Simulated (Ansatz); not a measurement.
## Au3Cu and the effect of the functional

It takes space group Pm-3m (No. 221, cubic). The conventional cell has a = 3.980 Å, b = 3.980 Å, c = 3.980 Å, α = 90.00°, β = 90.00°, γ = 90.00°. Au (site symmetry 4/mmm) has 8 Au at 2.81 Å and 4 Cu at 2.81 Å as nearest neighbours. Cu (site symmetry m-3m) has 12 Au at 2.81 Å as nearest neighbours.

Kept alike: task equation of state; k mesh 7 × 7 × 7; occupations fermi-dirac, width 0.05 eV; no spin polarisation. Program: Ansatz, Ansatz PAW. Cutoffs run from 420 to 500 eV. The mesh is that of the run's cell of 4 atoms. No spin-orbit coupling.

| functional | volume (Å³/atom) | bulk modulus (GPa) |
| --- | --- | --- |
| LDA | 15.241 | 194.6 |
| PBEsol | 15.671 | 174.7 |
| r2SCAN | 16.091 | 154.0 |

For a metal such a mesh leaves the last digits unconverged. Volume and modulus come from cells scaled at fixed shape and fractions. All rows use potentials made for PBE.

Task: What does the functional change here?

Result: The volume runs from 15.241 (LDA) to 16.091 Å³/atom (r2SCAN). The bulk modulus runs from 154.0 (r2SCAN) to 194.6 GPa (LDA).
